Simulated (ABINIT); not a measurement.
Runs of ABINIT 10.8.3 (patched build) on MgO. Symmetry: Fm-3m, No. 225, cubic system. Conventional cell: a = 4.194 Å, b = 4.194 Å, c = 4.194 Å, α = 90.00°, β = 90.00°, γ = 90.00°. Mg (site symmetry m-3m) has 6 O at 2.10 Å as nearest neighbours. Around O (site symmetry m-3m) lie 6 Mg at 2.10 Å. The cell is a database's computed one.

```csv
task,level,potentials or basis,k mesh,cutoff (eV),smearing,fine-grid cutoff,most SCF steps,thinning of the exchange mesh (fockdownsampling),mesh quality,gap on the mesh (eV),pressure (GPa),V0 of scaled cells (Å³/atom),B0 (GPa)
equation of state,LDA,JTH PAW LDA v2.0,11 × 11 × 11,626,fermi-dirac 0.05 eV,1224.51 eV,-,-,not flagged,-,-,9.04,172
equation of state,BP86,JTH PAW PBE v2.0,11 × 11 × 11,626,fermi-dirac 0.05 eV,1224.51 eV,-,-,not flagged,-,-,9.66,148
single point,LDA,JTH PAW LDA v2.0,4 × 4 × 4,626,fermi-dirac 0.05 eV,1224.51 eV,-,-,coarse,4.77,-3.4,-,-
equation of state,BLYP+D2,JTH PAW PBE v2.0,11 × 11 × 11,626,fermi-dirac 0.05 eV,1224.51 eV,-,-,not flagged,-,-,9.24,(a)
single point,r2SCAN,JTH PAW PBE v2.0,14 × 14 × 14,762,fermi-dirac 0.05 eV,1360.57 eV,-,-,not flagged,(b),1.7,-,-
single point,HSE06,SPMS NC PBE v1.0,8 × 8 × 8,816,fixed,-,60,2 × 2 × 2,not flagged,(c),-,-,-
equation of state,BLYP+D3,JTH PAW PBE v2.0,11 × 11 × 11,626,fermi-dirac 0.05 eV,1224.51 eV,-,-,not flagged,-,-,9.31,159
```

Alike in all rows: no spin polarisation; cell as given.

Task: Estimate the missing entries.

Result: (a) 188; (b) 5.77; (c) 6.60.

Caveats: some runs use coarse meshes; pressures at fixed basis lie under the slope of the energies (some runs); the PAW data sets were made with another functional, which shifts forces and pressure a little (some runs); Libxc's HSE differs a little from that of other programs (some runs); the potentials were made for another functional, which shifts forces and pressure (some runs).

A k mesh can miss the band edges.

Runs at the PBE level aren't shown here.
